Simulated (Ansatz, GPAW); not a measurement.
This is a calculation of ZnS for Ansatz 0.2.0. 

File input.yaml:

```yaml
crystal:
  lattice:
    - [0.0, 2.702, 2.702]
    - [2.702, 0.0, 2.702]
    - [2.702, 2.702, 0.0]
  atoms:
    - { symbol: Zn, position: [0.75, 0.75, 0.75] }
    - { symbol: S, position: [0.0, 0.0, 0.0] }
kpoints:
  mp_grid: { grid: [9, 9, 9] }
scf:
  occupations: { method: gaussian, width: 0.02 }
hamiltonian:
  xc: pbe
  pseudopotentials: { kind: all_electron, lapw: { basis_error: 0.001 } }
output:
  forces: true
  stress: true
  eigenvalues: true
```

Potentials or basis: all-electron LAPW, scalar-relativistic.

Command:

```sh
$ ansatz run input.yaml --threads 1 --pin off --max-ram 3072MiB --backend cpu --events-out ev --progress --plain --runs-dir out
```

Problem. What does the same run look like in GPAW 26.7.0 (ASE script)? Potentials or basis there: GPAW PAW data sets (gpaw-data 1.2.1), cutoff 600 eV.

Solution. As run (cutoffs and basis follow the program's own potentials, and thresholds, step limits or extra output files can differ):

The input run.py:

```python
from ase import Atoms
from ase.dft.bandgap import bandgap
from ase.io import write
from ase.units import GPa
from gpaw import GPAW, PW

atoms = Atoms(['Zn', 'S'],
              cell=[[0.0, 2.702, 2.702],
                    [2.702, 0.0, 2.702],
                    [2.702, 2.702, 0.0]],
              scaled_positions=[[0.75, 0.75, 0.75],
                                [0.0, 0.0, 0.0]],
              pbc=True)

calc = GPAW(mode=PW(600),
            xc='PBE',
            kpts={'size': (9, 9, 9), 'gamma': True},
            occupations={'name': 'methfessel-paxton', 'order': 0, 'width': 0.02},
            nbands=18,
            convergence={'density': 1e-05, 'energy': 1e-05},
            maxiter=150,
            txt='gpaw.txt')
atoms.calc = calc
energy = atoms.get_potential_energy()
forces = atoms.get_forces()
stress = atoms.get_stress()
calc.write('gs.gpw')
write('result.traj', atoms)
print(f'Energy: {energy:.6f} eV')
print('Forces (eV/A):')
print(forces.round(4))
print('Stress (GPa):', (stress / GPa).round(3))
print('Fermi level:', round(calc.get_fermi_level(), 4), 'eV')
print(f'Gap: {bandgap(calc)[0]:.4f} eV, direct: {bandgap(calc, direct=True)[0]:.4f} eV')
```

Potentials or basis: GPAW PAW data sets (gpaw-data 1.2.1), pw.

Command:

```bash
$ OMP_NUM_THREADS=1 python run.py
```

Both were run:

|  | Ansatz | GPAW |
| --- | --- | --- |
| Pressure | 1.6 GPa | 1.6 GPa |

Where Ansatz's input types no cutoff or centring, it takes its own default and a Γ-centred mesh.

Pressure is positive in compression.
